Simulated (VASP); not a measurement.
# ZnAu (Pm-3m) in VASP: single point with PBEsol

Aim: the single point of ZnAu with PBEsol.

All numbers are computed with VASP 6.6.1; they aren't measurements. Logs are shortened: lines on timing, memory, paths and dates and some standing lists are left out, and cuts for length are marked.

### 1 Starting point

Symmetry: Pm-3m, No. 221, cubic system. Conventional cell: a = 3.147 Å, b = 3.147 Å, c = 3.147 Å, α = 90.00°, β = 90.00°, γ = 90.00°. Zn (site symmetry m-3m) is surrounded by 8 Au at 2.73 Å. Au (site symmetry m-3m) is surrounded by 8 Zn at 2.73 Å.

### 2 Single point, PBEsol

File INCAR:

```
PREC = Accurate
ENCUT = 520
EDIFF = 1E-6
ISMEAR = 0
SIGMA = 0.1
LREAL = F
LASPH = T
NELM = 80
ALGO = Fast
ISIF = 2
LWAVE = F
LCHARG = F
GGA = PS
NBANDS = 18
```

File KPOINTS:

```
regular mesh
0
Gamma
  6 6 6
```

File POSCAR:

```
ZnAu
1.0
    3.1470000000      0.0000000000      0.0000000000
    0.0000000000      3.1470000000      0.0000000000
    0.0000000000      0.0000000000      3.1470000000
Zn Au
1 1
Direct
    0.5000000000      0.5000000000      0.5000000000
    0.0000000000      0.0000000000      0.0000000000
```

Potentials or basis: VASP PAW PBE potentials, release 64 (Zn, Au).

The run is started by

```console
$ cat potpaw_PBE.64/Zn/POTCAR potpaw_PBE.64/Au/POTCAR > POTCAR
$ mpirun -np 1 vasp_std > vasp.out
```

OUTCAR:

```text
PREC = Accurate
   ENCUT = 520
   EDIFF = 1E-6
   ISMEAR = 0
   LREAL = F
   LASPH = T
   NELM = 80
   ISIF = 2
   GGA = PS

 ion  position               nearest neighbor table
   1  0.500  0.500  0.500-   2 2.73   2 2.73   2 2.73   2 2.73   2 2.73   2 2.73   2 2.73   2 2.73

   2  0.000  0.000  0.000-   1 2.73   1 2.73   1 2.73   1 2.73   1 2.73   1 2.73   1 2.73   1 2.73

  LATTYP: Found a simple cubic cell.
 ALAT       =     3.1470000000

  Lattice vectors:

 A1 = (   3.1470000000,   0.0000000000,   0.0000000000)
 A2 = (   0.0000000000,   3.1470000000,   0.0000000000)
 A3 = (   0.0000000000,   0.0000000000,   3.1470000000)

Analysis of symmetry for initial positions (statically):
=====================================================================
 Subroutine PRICEL returns:
 Original cell was already a primitive cell.

 Routine SETGRP: Setting up the symmetry group for a
 simple cubic supercell.

 Subroutine GETGRP returns: Found 48 space group operations
 (whereof 48 operations were pure point group operations)
 out of a pool of 48 trial point group operations.

The static configuration has the point symmetry O_h .

Analysis of symmetry for dynamics (positions and initial velocities):
=====================================================================
 Subroutine PRICEL returns:
 Original cell was already a primitive cell.

 Routine SETGRP: Setting up the symmetry group for a
 simple cubic supercell.

 Subroutine GETGRP returns: Found 48 space group operations
 (whereof 48 operations were pure point group operations)
 out of a pool of 48 trial point group operations.

The dynamic configuration has the point symmetry O_h .

 Subroutine INISYM returns: Found 48 space group operations
 (whereof 48 operations are pure point group operations),
 and found     1 'primitive' translations

----------------------------------------------------------------------------------------

                                     Primitive cell

  volume of cell :      31.1667

  direct lattice vectors                    reciprocal lattice vectors
     3.147000000  0.000000000  0.000000000     0.317762949  0.000000000  0.000000000
     0.000000000  3.147000000  0.000000000     0.000000000  0.317762949  0.000000000
     0.000000000  0.000000000  3.147000000     0.000000000  0.000000000  0.317762949

  length of vectors
     3.147000000  3.147000000  3.147000000     0.317762949  0.317762949  0.317762949

  position of ions in fractional coordinates (direct lattice)
[... 74 lines left out ...]
   EDIFF  = 0.1E-05   stopping-criterion for ELM
   LREAL  =      F    real-space projection
   EDIFFG = 0.1E-04   stopping-criterion for IOM
   NSW    =      0    number of steps for IOM
   IBRION =     -1    ionic relax: 0-MD 1-quasi-New 2-CG
   NFREE  =      0    steps in history (QN), initial steepest desc. (CG)
   ISIF   =      2    stress and relaxation
   ISYM   =      2    0-nonsym 1-usesym 2-fastsym
   POTIM  = 0.5000    time-step for ionic-motion
   TEBEG  =    0.0;   TEEND  =   0.0 temperature during run
   PSTRESS=    0.0 pullay stress
   NELECT =      23.0000    total number of electrons
   NUPDOWN=      -1.0000    fix difference up-down
   EMIN   =  10.00;   EMAX   =-10.00  energy-range for DOS
   EFERMI =   0.00;   METHOD = LEGACY
   ISMEAR =     0;   SIGMA  =   0.10  broadening in eV -4-tet -1-fermi 0-gaus
   EFERMI_NEDOS =   21; number of points for ismear=-14 and -15
   IALGO  =     68    algorithm
   IMIX   =      4    mixing-type and parameters
     AMIX     =   0.40;   BMIX     =  1.00
     AMIX_MAG =   1.60;   BMIX_MAG =  1.00
  volume/ion in A,a.u.               =      15.58       105.16
  Fermi-wavevector in a.u.,A,eV,Ry     =   1.479406  2.795672 29.778283  2.188642
  Thomas-Fermi vector in A             =   2.593568
   LORBIT       =      0    0 simple, 1 ext, 2 COOP (PROOUT), +10 PAW based schemes
   GGA     = PS    functional components
   LHFCALC =     F    Hartree Fock is set to
   AEXX    =    0.0000 exact exchange contribution
   IVDW    =     0    specifies the selected vdW correction
   LEPSILON=     F    determine dielectric tensor
   LRPA    =     F    only Hartree local field effects (RPA)
 non-spin polarized calculation
 RMM-DIIS sequential band-by-band and
 Gauss-broadening in eV      SIGMA  =   0.10
  energy-cutoff  :      520.00
  volume of cell :       31.17
 maximum number of plane-waves:       848
 NGX is ok and might be reduce to    24
   NGX = 11   NGY = 11   NGZ = 11

 number of electron      23.0000000 magnetization

 Free energy of the ion-electron system (eV)
  ---------------------------------------------------
  ext. energy  EPLUGINS =         0.00000000
  ---------------------------------------------------
  free energy    TOTEN  =        -5.90686339 eV

  energy without entropy =       -5.89659703  energy(sigma->0) =       -5.90173021

 E-fermi :   7.0090     XC(G=0): -12.5357

 val. band max:        6.4377766051   @ k =   0.3333   0.1667   0.0000
 cond. band min:       7.0443038010   @ k =   0.3333   0.1667   0.1667
 fundamental gap:      0.6065271958
 Fermi energy:         7.0090432621

 k-point     1 :       0.0000    0.0000    0.0000
  band No.  band energies     occupation
      1      -3.7508      2.00000
      2      -1.1850      2.00000
      3      -1.1850      2.00000
      4      -0.4811      2.00000
      5      -0.4811      2.00000
      6      -0.4811      2.00000
[... 397 lines left out ...]
      5      -0.1347      2.00000
      6       0.4640      2.00000
[... 10 lines left out ...]
     17      12.7940      0.00000
     18      12.7940      0.00000

------------------------ aborting loop because EDIFF is reached ----------------------------------------

  FORCE on cell =-STRESS in cart. coord.  units (eV):
  Direction    XX          YY          ZZ          XY          YZ          ZX
  --------------------------------------------------------------------------------------
  -------------------------------------------------------------------------------------
  Total       -0.4088850     -0.4088850     -0.4088850     -0.0000000      0.0000000     -0.0000000
  in kB      -21.0194568    -21.0194568    -21.0194568     -0.0000000      0.0000000     -0.0000000
  external PRESSURE =     -21.0194568 kB  Pullay stress =       0.0000000 kB

 VOLUME and BASIS-vectors are now :
 -----------------------------------------------------------------------------
  energy-cutoff  :      520.00
  volume of cell :       31.17
      direct lattice vectors                 reciprocal lattice vectors
     3.147000000  0.000000000  0.000000000     0.317762949  0.000000000  0.000000000
     0.000000000  3.147000000  0.000000000     0.000000000  0.317762949  0.000000000
     0.000000000  0.000000000  3.147000000     0.000000000  0.000000000  0.317762949

 POSITION                                       TOTAL-FORCE (eV/Angst)
 -----------------------------------------------------------------------------------
      1.57350      1.57350      1.57350         0.000000      0.000000      0.000000
      0.00000      0.00000      0.00000         0.000000      0.000000      0.000000
 -----------------------------------------------------------------------------------
    total drift:                                0.000000      0.000000     -0.000000

  FREE ENERGIE OF THE ION-ELECTRON SYSTEM (eV)
  ---------------------------------------------------
  free  energy   TOTEN  =        -5.9068633871 eV

  energy  without entropy=       -5.8965970337  energy(sigma->0) =       -5.90173021
```

OSZICAR:

```text
N       E                     dE             d eps       ncg     rms          rms(c)
DAV:   1     0.131457412813E+03    0.13146E+03   -0.11666E+04   736   0.166E+03
DAV:   2    -0.104625756673E+01   -0.13250E+03   -0.12662E+03   730   0.315E+02
DAV:   3    -0.644272647903E+01   -0.53965E+01   -0.53588E+01   778   0.689E+01
DAV:   4    -0.649148855485E+01   -0.48762E-01   -0.48741E-01   798   0.583E+00
DAV:   5    -0.649209769265E+01   -0.60914E-03   -0.60913E-03   774   0.693E-01    0.871E+00
RMM:   6    -0.594408657990E+01    0.54801E+00   -0.11885E+00   739   0.967E+00    0.544E+00
RMM:   7    -0.591676881611E+01    0.27318E-01   -0.49763E-02   787   0.195E+00    0.288E+00
RMM:   8    -0.590737772693E+01    0.93911E-02   -0.82959E-03   795   0.775E-01    0.168E-01
RMM:   9    -0.590685864197E+01    0.51908E-03   -0.22003E-03   844   0.507E-01    0.860E-02
RMM:  10    -0.590689182522E+01   -0.33183E-04   -0.51344E-04   818   0.186E-01    0.754E-02
RMM:  11    -0.590686293994E+01    0.28885E-04   -0.13199E-04   811   0.100E-01    0.197E-02
RMM:  12    -0.590686524556E+01   -0.23056E-05   -0.29303E-05   835   0.480E-02    0.172E-02
RMM:  13    -0.590686338461E+01    0.18610E-05   -0.78345E-06   765   0.242E-02    0.436E-03
RMM:  14    -0.590686338712E+01   -0.25098E-08   -0.19506E-06   501   0.102E-02
   1 F= -.59068634E+01 E0= -.59017302E+01  d E =-.102664E-01
```

It took 8.2 s on 1 thread of Intel Xeon 6975P-C (Granite Rapids), shared host; peak memory 0.13 GiB.

Results:

| Item | Value |
| --- | --- |
| Free energy | -5.9069 eV |
| Pressure | -2.1 GPa |
| Band gap on the k mesh | none (metal or under the smearing width) |

Levels at points of the mesh, in eV from the Fermi level:
```tsv
k point	band 8	band 9	band 10	band 11	band 12	band 13	band 14	band 15
(0.00, 0.00, 0.00)	-5.52	-3.84	-3.84	-3.84	4.86	4.86	4.86	8.72
(0.50, 0.00, 0.00)	-5.56	-5.02	-5.02	-4.00	-2.48	10.32	11.01	11.01
(0.50, 0.50, 0.00)	-4.18	-4.18	-3.25	-2.12	-2.12	0.71	2.40	10.27
(0.50, 0.50, 0.50)	-6.55	-3.20	-3.20	1.28	3.44	3.62	3.62	3.62
```

Caveat: the PAW data sets were made with another functional, which shifts forces and pressure a little. The run has no spin-orbit coupling, so splittings on Au are missing.
